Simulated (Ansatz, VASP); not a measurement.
# One calculation of NaCl, two programs

```
Na Cl
1.0
     3.67730    0.00000    0.00000
     0.00000    3.67730    0.00000
     0.00000    0.00000    3.58974
Na Cl
1 1
Direct
  0.00000 0.00000 0.00000
  0.50000 0.50000 0.50000
```

Change from the starting cell: strain +0.050 along x and y, +0.025 along z, atoms carried along.

Alike in both runs: task single point; functional PBE; k mesh 6 × 6 × 6; occupations gaussian, width 0.05 eV; no spin polarisation.

|  | VASP | Ansatz |
| --- | --- | --- |
| version | VASP 6.6.1 | Ansatz 0.2.0 |
| potentials or method | VASP PAW PBE potentials, release 64 (Na_pv, Cl) | scalar-relativistic, plane waves, PAW |
| plane-wave cutoff (eV) | 520 | 420 |
| valence electrons in the cell | 14 | 16 |

|  | VASP | Ansatz | Ansatz less VASP |
| --- | --- | --- | --- |
| gap on the k mesh at the Fermi level (eV) | 3.52 | 3.52 | -0.001 |
| least direct gap on the mesh (eV) | 3.88 | 3.88 | -0.001 |
| pressure (GPa) | -2.3 | -2.3 | +0.04 |
| largest component of the traceless stress (GPa) | 0.99 | 0.99 | -0.002 |

The two sets of potentials don't hold the same shells in valence.

A k mesh can miss the band edges.
